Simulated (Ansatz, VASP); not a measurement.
# Ru in VASP and in Ansatz

```
Ru
1.0
    -1.50869    1.50869    1.50869
     1.50869   -1.50869    1.50869
     1.50869    1.50869   -1.50869
Ru
1
Direct
  0.00000 0.00000 0.00000
```

Alike in both runs: functional PBEsol; k mesh 10 × 10 × 10; occupations gaussian, width 0.1 eV; no spin polarisation.

Ansatz relaxed the structure, and its values are those at the end. VASP's run is a single point on that final structure, the one shown.

|  | VASP | Ansatz |
| --- | --- | --- |
| version | VASP 6.6.1 | Ansatz 0.2.0 |
| potentials or method | VASP PAW PBE potentials, release 64 (Ru_pv) | scalar-relativistic, plane waves, PAW |
| plane-wave cutoff (eV) | 520 | 420 |
| valence electrons in the cell | 14 | 16 |

|  | VASP | Ansatz | Ansatz less VASP |
| --- | --- | --- | --- |
| gap on the k mesh at the Fermi level (eV) | none | none | - |
| pressure (GPa) | 0.2 | 0.2 | +0.07 |

A gap of «none» marks a metal or a gap that the smearing closes. With one functional, cell and mesh, what is left measures potentials, basis and numerics. The two sets of potentials don't hold the same shells in valence.

Caveats: the PAW data sets were made with another functional, which shifts forces and pressure a little (VASP).
